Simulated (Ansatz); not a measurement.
RbCl in Ansatz: convergence with xc grid

Crystal: RbCl.

```xyz
2
Lattice="0.0000 3.2740 3.2740 3.2740 0.0000 3.2740 3.2740 3.2740 0.0000" Properties=species:S:1:pos:R:3 pbc="T T T"
Rb    0.0000    0.0000    0.0000
Cl    3.2740    3.2740    3.2740
```

```yaml
Program: Ansatz 0.2.0
Task: convergence study
Functional: PBEsol
Potentials_or_basis: all-electron LAPW, scalar-relativistic
Cutoff: 130 eV (chosen from the basis error)
Basis_error_allowed: 0.001 eV/atom
k_mesh: 7 × 7 × 7
Occupations: fermi-dirac, width 0.05 eV
Spin: no spin polarisation
```

These are the settings of the first run; the series varies xc grid, with any setting tied to it.

Hardware: 1 thread of Intel(R) Xeon(R) Platinum 8259CL CPU @ 2.50GHz (Skylake/Cascade Lake), on a shared host.

```csv
xc grid,"energy less the tightest run, at zero smearing (meV/atom)",SCF cycles,CPU time (s),peak memory (GiB)
1,-0.01,7,3.7,0.29
2,0.00,7,3.7,0.29
3,0.00,7,3.7,0.29
4,0.00,7,3.7,0.29
```

Against the tightest run, the energy stays within 1 meV/atom from 1 on. The tightest run that finished is the yardstick and may itself not be fully converged.
